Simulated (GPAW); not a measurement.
BaH2 and the effect of the functional

```yaml
crystal:
  lattice:
    - [4.46203, 0.00000, 0.00000]
    - [-2.23101, 3.86423, 0.00000]
    - [0.00000, 0.00000, 6.05529]
  atoms:
    - { symbol: Ba, position: [0.33333, 0.66667, 0.25000] }
    - { symbol: Ba, position: [0.66667, 0.33333, 0.75000] }
    - { symbol: H, position: [0.00000, 0.00000, 0.00000] }
    - { symbol: H, position: [0.00000, 0.00000, 0.50000] }
    - { symbol: H, position: [0.66667, 0.33333, 0.25000] }
    - { symbol: H, position: [0.33333, 0.66667, 0.75000] }
```

The cell comes from a database or a generator and needn't be the stable form of this composition.

Kept alike: task band structure; k mesh 6 × 6 × 4; occupations fermi-dirac, width 0.05 eV; no spin polarisation. Program: GPAW, potentials by row: the program's PAW data sets (release 1.2.1) made for this functional (LDA); PAW data sets generated for this functional (PBEsol); GPAW PAW data sets (gpaw-data 1.2.1) (r2SCAN), cutoff 600 eV. The mesh is that of the run's cell of 6 atoms. No spin-orbit coupling.

| run | band gap (eV) | pressure (GPa) |
| --- | --- | --- |
| A | 1.457 | -1.95 |
| B | 2.164 | -0.26 |
| C | 1.345 | -3.13 |

Pressure is positive in compression; the values hold the error of the finite cutoff, so their zero can differ a little from the energy's minimum. Gaps are the smaller of the mesh's and the band path's.

The runs differ in the functional (and the potentials named above) alone: LDA; PBEsol; r2SCAN. Which run is which?

Run A is PBEsol; run B is r2SCAN; run C is LDA. The band gap runs from 1.345 (LDA) to 2.164 eV (r2SCAN). The pressure runs from -3.13 (LDA) to -0.26 GPa (r2SCAN).
